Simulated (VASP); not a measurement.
# Au: relaxation of cell and atoms with PBE+D3(BJ)

Crystal: Au.

```
Au
1.0
    -1.61981    1.61981    1.61981
     1.61981   -1.61981    1.61981
     1.61981    1.61981   -1.61981
Au
1
Direct
  0.00000 0.00000 0.00000
```

This isn't the form of Au at room conditions, which is fcc.

```json
{
 "Program": "VASP 6.6.1",
 "Task": "relaxation of cell and atoms",
 "Functional": "PBE",
 "Dispersion": "D3(BJ)",
 "Potentials or basis": "VASP PAW PBE potentials, release 64 (Au)",
 "Cutoff": "600 eV",
 "k mesh": "18 × 18 × 18",
 "Occupations": "gaussian, width 0.1 eV",
 "Spin": "no spin polarisation",
 "Further INCAR settings": "ALGO = Normal; EDIFF = 1e-07; IBRION = 2; EDIFFG = -0.005; NSW = 90; ISIF = 3"
}
```

```
Relaxed volume                         : 17.26 Å³/atom
Relaxed cell                           : a = 2.820 Å, b = 2.820 Å, c = 2.820 Å, α = 109.47°, β = 109.47°, γ = 109.47°
Space group after relaxing (to 0.05 Å) : Im-3m (No. 229)
Energy gained by relaxing              : 2.1 meV/atom
Ionic steps                            : 3
Pressure after relaxing                : 0.0 GPa
Band gap on the k mesh                 : none (metal or under the smearing width)
Dispersion energy per atom             : -0.656 eV
```

The path:
| step | energy change (eV) | largest force (eV/Å) | pressure (GPa) | volume (Å³) |
| --- | --- | --- | --- | --- |
| 1 | 0.0000 | 0.0000 | 2.63 | 17.00 |
| 2 | 0.0031 | 0.0000 | -3.76 | 17.70 |
| 3 | -0.0021 | 0.0000 | -0.01 | 17.26 |

Final structure:
```
Au
1.0
    -1.62815    1.62815    1.62815
     1.62815   -1.62815    1.62815
     1.62815    1.62815   -1.62815
Au
1
Cartesian
  0.0000 0.0000 0.0000
```

Levels at points of the mesh, in eV from the Fermi level:
```tsv
k point	band 2	band 3	band 4	band 5	band 6	band 7	band 8	band 9
(0.00, 0.00, 0.00)	-4.85	-4.85	-4.85	-2.96	-2.96	16.48	16.48	16.48
(0.50, 0.00, 0.00)	-5.92	-3.10	-2.76	-1.44	-0.62	3.46	12.34	13.80
(0.50, 0.50, 0.50)	-6.77	-1.82	-1.82	-1.82	6.26	6.26	6.26	9.55
```

Wall time 28 s on 1 thread of Intel(R) Xeon(R) Platinum 8488C (Sapphire Rapids), with other jobs on the host, peak memory 0.18 GiB.

Caveat: pairwise dispersion overbinds metals, which lowers pressure and volume. The run has no spin-orbit coupling, so splittings on Au are missing.
